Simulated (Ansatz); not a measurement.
**Polymorphs of GdN**

All numbers below come from DFT PBE, scalar-relativistic, plane waves, PAW in Ansatz 0.2.0. All cells share a 420 eV cutoff and Γ-centred k meshes spaced at most about 0.3 Å⁻¹ (about 0.25 or finer for metals, 2π included). Spin is collinear.

The zero of energy is the elements' standard structures at the same level (N₂ as a molecule); no fitted shifts are applied.

These are static total energies at zero pressure. The comparison covers the computed candidates alone. Kohn–Sham gaps at this level usually fall short of measured ones. The zero gap of Fm-3m, P-6m2 may come from the functional, which often closes small gaps. The 4f shell of Gd is treated without a Hubbard U, which places its levels poorly. The magnetic state reached may not be the lowest.

Invented guesses and database cells were relaxed alike, and ends that match in structure, energy and magnetic state were merged. ΔE counts from the first row. Coordination counts N atoms around Gd (those within 1.25 times the shortest such distance or 1.15 times the sum of covalent radii). The ends were matched against large subsets of the Crystallography Open Database and the Materials Project, so a missing match doesn't prove that a structure is unreported.

| # | reached from | type and space group | atoms | Å³/atom | coordination | ΔE (meV/atom) | gap on mesh (eV) | moments | in databases |
| --- | --- | --- | --- | --- | --- | --- | --- | --- | --- |
| 1 | a Materials Project cell | rock salt, Fm-3m (No. 225) | 2 | 15.5 | Gd 6 | 0 | 0.00 | parallel, 6.9 μB | Materials Project, matches COD |
| 2 | MgO type (P6_3/mmc) | P6_3/mmc (No. 194) | 4 | 18.1 | Gd 5 | 80 | 0.75 | opposed, 6.8 μB | no match |
| 3 | CuI type (F-43m) | zinc blende, F-43m (No. 216) | 2 | 19.0 | Gd 4 | 189 | 1.17 | parallel, 6.8 μB | no match |
| 4 | PrHo type (P-6m2) | tungsten carbide, P-6m2 (No. 187) | 2 | 15.5 | Gd 6 | 407 | 0.00 | parallel, 6.8 μB | no match |
| 5 | SmAu type (Pm-3m) | caesium chloride, Pm-3m (No. 221) | 2 | 14.0 | Gd 8 | 816 | 0.00 | parallel, 6.9 μB | no match |

The lowest: Space group Fm-3m (No. 225), cubic, a = 4.984 Å. Gd is surrounded by 6 N at 2.49 Å; N has 6 Gd at 2.49 Å. Its energy over the elements is −1.56 eV/atom. It is a structure that the Crystallography Open Database (COD) lists.

```yaml
crystal:
  lattice:
    - [0.00000, 2.49187, 2.49187]
    - [2.49187, 0.00000, 2.49187]
    - [2.49187, 2.49187, 0.00000]
  atoms:
    - { symbol: Gd, position: [0.00000, 0.00000, 0.00000] }
    - { symbol: N, position: [0.50000, 0.50000, 0.50000] }
```

The second: Space group P6_3/mmc (No. 194), hexagonal, a = 4.082 Å, c = 5.015 Å. Gd has 3 N at 2.36 Å and 2 N at 2.51 Å; N has 3 Gd at 2.36 Å and 2 Gd at 2.51 Å. Counting N atoms around Gd, the first has Gd 6 and the second has Gd 5. Shaken at random and relaxed again, row 3 came back. Cells without such a test can be saddle points.

```cif
data_structure
_symmetry_space_group_name_H-M 'P6_3/mmc'
_symmetry_Int_Tables_number 194
_cell_length_a 4.0816
_cell_length_b 4.0816
_cell_length_c 5.0146
_cell_angle_alpha 90.000
_cell_angle_beta 90.000
_cell_angle_gamma 120.000
_cell_volume 72.35
loop_
_atom_site_label
_atom_site_type_symbol
_atom_site_symmetry_multiplicity
_atom_site_Wyckoff_symbol
_atom_site_fract_x
_atom_site_fract_y
_atom_site_fract_z
_atom_site_occupancy
Gd1 Gd 2 d 0.66667 0.33333 0.25000 1
N1 N 2 c 0.66667 0.33333 0.75000 1
```

Some candidate types were left out of the draw beforehand, so a known form may be missing.
